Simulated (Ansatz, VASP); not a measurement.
## One calculation of W, two programs

```
W
1.0
     2.85459    0.00000    0.00000
    -1.42730    2.47215    0.00000
     0.00000    0.00000   18.66153
W
3
Direct
  0.66667 0.33333 0.37510
  0.33333 0.66667 0.50096
  0.00000 0.00000 0.62680
```

Alike in both runs: functional PBE; k mesh 12 × 12 × 1; occupations gaussian, width 0.1 eV; no spin polarisation.

Ansatz relaxed the structure, and its values are those at the end. VASP's run is a single point on that final structure, the one shown.

|  | VASP | Ansatz |
| --- | --- | --- |
| version | VASP 6.6.1 | Ansatz 0.2.0 |
| potentials or method | VASP PAW PBE potentials, release 64 (W_sv) | scalar-relativistic, plane waves, PAW |
| plane-wave cutoff (eV) | 520 | 420 |
| valence electrons in the cell | 42 | 42 |

Ansatz gave:

* gap on the k mesh at the Fermi level (eV): none
* rms of the force components (eV/Å): 0.001
* work function, face that differs most (eV): 4.92

Q: What did VASP give for the same quantities?

A: gap on the k mesh at the Fermi level (eV): none; rms of the force components (eV/Å): 0.011; work function, face that differs most (eV): 4.93.

A gap of «none» marks a metal or a gap that the smearing closes.

The runs have no spin-orbit coupling, so splittings on W are missing.
